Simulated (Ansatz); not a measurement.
Runs of Ansatz 0.2.0 on CuO. The structure is cubic, space group Pm-3m (No. 221). Conventional cell: a = 2.553 Å, b = 2.553 Å, c = 2.553 Å, α = 90.00°, β = 90.00°, γ = 90.00°. Cu (site symmetry m-3m) has 8 O at 2.21 Å as nearest neighbours. O (site symmetry m-3m) has 8 Cu at 2.21 Å as nearest neighbours. Measurements of this composition are mostly on another form, of space group No. 15.

| level | spin | U | fixed moment (μB) | cutoff (eV) | gap on the mesh (eV) | pressure (GPa) | moment (μB) |
| --- | --- | --- | --- | --- | --- | --- | --- |
| r2SCAN+U | collinear, ferromagnetic start | Cu d U = 7 eV | 4 | 500 | - | 141.6 | 4.00 |
| PBE+U | collinear, random start | Cu d U = 6 eV | - | 420 | none | 28.2 | 1.00 |
| r2SCAN+U | collinear, random start | Cu d U = 7 eV | - | 500 | none | 21.0 | 1.00 |
| PBE+U | collinear, ferromagnetic start | Cu d U = 6 eV | - | 420 | none | 28.2 | 1.00 |
| r2SCAN+U | collinear, ferromagnetic start | Cu d U = 4 eV | - | 500 | none | (a) | 1.00 |

Alike in all rows: task single point; potentials or basis Ansatz PAW; cell as given; k mesh 7 × 7 × 7; smearing gaussian 0.05 eV.

Task: Estimate the missing entries.

Result: (a) 17.4.

Caveats: the magnetic or orbital state may not be the lowest; a cell with one magnetic atom can't hold antiferromagnetic order, which such compounds often take; a pressure of tens of GPa on the cell as given is suspect, and the run, the potentials or the cell itself is likely at fault (some runs); the PAW data sets come from PBE, with cores solved anew for the run's functional, which leaves a small shift of forces and pressure (some runs); the total moment is fixed, so each spin has its own Fermi level (some runs); the thresholds are loose for stress (some runs).

A gap of «none» marks a metal or a gap under the smearing width.
